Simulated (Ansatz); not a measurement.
A surface is cut from this relaxed crystal of Cu:

```cif
data_structure
_symmetry_space_group_name_H-M 'P 1'
_symmetry_Int_Tables_number 1
_cell_length_a 2.5197
_cell_length_b 2.5197
_cell_length_c 2.5197
_cell_angle_alpha 60.000
_cell_angle_beta 60.000
_cell_angle_gamma 60.000
_cell_volume 11.31
loop_
_atom_site_label
_atom_site_type_symbol
_atom_site_fract_x
_atom_site_fract_y
_atom_site_fract_z
_atom_site_occupancy
Cu1 Cu 0.00000 0.00000 0.00000 1
```

Miller indices refer to the conventional cell of Fm-3m (No. 225), a = 3.563 Å, b = 3.563 Å, c = 3.563 Å, α = 90.00°, β = 90.00°, γ = 90.00°.

The (100) slab of 7 planes, 10.7 Å thick with 15 Å of vacuum as cut; outer planes Cu (top) and Cu (bottom).

Theory: DFT PBEsol, scalar-relativistic, plane waves, PAW (Ansatz 0.2.0). Cutoff 420 eV; k points 14×14×1 on the computed 7-atom cell (Γ-centred); Gaussian smearing, width 0.10 eV; no spin polarisation. The cell repeats along c with a dipole correction in the vacuum.

With the atoms at the bulk's places:

```json
{
 "Surface energy (mean of both faces)": "1.85 J/m²",
 "Work function": "4.67 eV"
}
```

Problem. What changes when all atoms relax within this surface cell and its symmetry?

Solution. The energy falls by 0.018 J/m² a face, and the largest move is 0.05 Å.

* Surface energy (mean of both faces): 1.84 J/m²
* Work function: 4.66 eV

```csv
plane (bottom to top),atoms,"spacing to next, bulk (Å)",relaxed (Å),change (%)
1,Cu,1.782,1.724,-3.3
2,Cu,1.782,1.787,+0.3
3,Cu,1.782,1.781,0.0
4,Cu,1.782,1.781,0.0
5,Cu,1.782,1.787,+0.3
6,Cu,1.782,1.724,-3.3
7,Cu,,,
```